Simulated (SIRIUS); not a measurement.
Here is a SIRIUS 7.10.0 calculation.

sirius.json

```json
{
  "control": {
    "processing_unit": "cpu",
    "verbosity": 2,
    "num_bands_to_print": 22,
    "print_forces": true,
    "print_stress": true
  },
  "parameters": {
    "electronic_structure_method": "pseudopotential",
    "xc_functionals": ["XC_GGA_X_PBE_SOL", "XC_GGA_C_PBE_SOL"],
    "gk_cutoff": 9.2,
    "pw_cutoff": 18.4,
    "ngridk": [7, 7, 7],
    "shiftk": [0, 0, 0],
    "smearing": "fermi_dirac",
    "smearing_width": 0.0018374661,
    "num_bands": 22,
    "num_mag_dims": 0,
    "num_dft_iter": 100,
    "energy_tol": 1e-08,
    "density_tol": 1e-06
  },
  "iterative_solver": {
    "type": "davidson",
    "min_tolerance": 1e-09,
    "tolerance_scale": [0.1, 0.25]
  },
  "mixer": {
    "type": "anderson",
    "beta": 0.7,
    "max_history": 8
  },
  "settings": {
    "tol_ne": 1e-10,
    "pseudo_grid_cutoff": 6.5
  },
  "unit_cell": {
    "lattice_vectors": [
      [0.0, 0.707106781187, 0.707106781187],
      [0.707106781187, 0.0, 0.707106781187],
      [0.707106781187, 0.707106781187, 0.0]
    ],
    "lattice_vectors_scale": 7.55468967,
    "atom_coordinate_units": "lattice",
    "atom_types": ["As", "Ga"],
    "atom_files": {
      "Ga": "Ga.json",
      "As": "As.json"
    },
    "atoms": {
      "As": [
        [0.75, 0.75, 0.75]
      ],
      "Ga": [
        [0.0, 0.0, 0.0]
      ]
    }
  }
}
```

Potentials or basis: PseudoDojo 0.4.1 PBE standard (scalar relativistic).

Command:

```console
$ upf_to_json Ga.upf
$ upf_to_json As.upf
$ OMP_NUM_THREADS=1 sirius.scf --input=sirius.json --output=out.json --task=0
```

What does it give for the pressure?

0.3 GPa.

What does it give for the band gap on the k mesh?

0.43 eV.

Caveat: the potentials were made for another functional, which shifts forces and pressure; an odd mesh through Γ misses points on the zone boundary, where band edges often lie.

The gap isn't set beside the measured one, since this odd mesh misses points on the zone boundary.
